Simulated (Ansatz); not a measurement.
# AlN: the cost of one run

The runs shown are made with Ansatz 0.2.0. PAW datasets, plane waves. (Simulation; spin polarisation is off.)

### 1 Starting point

The unstrained cell was relaxed with r2SCAN; in each strained cell the atoms were relaxed again with r2SCAN. Names of k-points are those of the unstrained zone, where strain can split equivalent points. First state: no strain.

It is hexagonal, P6_3mc (No. 186); conventional cell a = 3.107 Å, c = 4.979 Å, 10.40 Å³ an atom. Near Al stand 4 N at 1.89–1.90 Å; near N stand 4 Al at 1.89–1.90 Å.

Coordinates:

```cif
data_structure
_symmetry_space_group_name_H-M 'P 1'
_symmetry_Int_Tables_number 1
_cell_length_a 3.1067
_cell_length_b 3.1067
_cell_length_c 4.9786
_cell_angle_alpha 90.000
_cell_angle_beta 90.000
_cell_angle_gamma 120.000
_cell_volume 41.61
loop_
_atom_site_label
_atom_site_type_symbol
_atom_site_fract_x
_atom_site_fract_y
_atom_site_fract_z
_atom_site_occupancy
Al1 Al 0.33333 0.66667 0.99670 1
Al2 Al 0.66667 0.33333 0.49670 1
N1 N 0.33333 0.66667 0.37830 1
N2 N 0.66667 0.33333 0.87830 1
```

### 2 No strain: PBE

input.yaml

```yaml
crystal:
  lattice:
    - [3.1066937589, 0.0, 0.0]
    - [-1.5533468794, 2.6904757169, 0.0]
    - [0.0, 0.0, 4.9785915513]
  atoms:
    - { symbol: Al, position: [0.3333333333, 0.6666666667, -0.0032954729] }
    - { symbol: Al, position: [0.6666666667, 0.3333333333, 0.4967045271] }
    - { symbol: "N", position: [0.3333333333, 0.6666666667, 0.3782954729] }
    - { symbol: "N", position: [0.6666666667, 0.3333333333, 0.8782954729] }
kpoints:
  mp_grid: { grid: [12, 12, 6] }
  band_path:
    path:
      - [0.0, 0.0, 0.0]
      - [0.5, 0.0, 0.0]
      - [0.3333333333, 0.3333333333, 0.0]
      - [0.0, 0.0, 0.5]
      - [0.5, 0.0, 0.5]
      - [0.3333333333, 0.3333333333, 0.5]
    npoints: 1
hamiltonian:
  xc: pbe
scf:
  occupations: { method: fermi_dirac, width: 0.02 }
  n_extra_bands: 5
output:
  forces: true
  stress: true
  eigenvalues: true
  write_density: true
  write_potential: true
  elf: true
  volumetric_format: npy
```

Started as:

```bash
ansatz run input.yaml --threads 2 --pin off --max-ram 2211MiB --backend cpu --events-out ev --progress --plain --runs-dir out
```

**Question.** How long does this run take on 2 threads of Arm Neoverse N1, shared host, and how much memory does it need?

About 4.8 s, with a peak of 0.33 GiB.
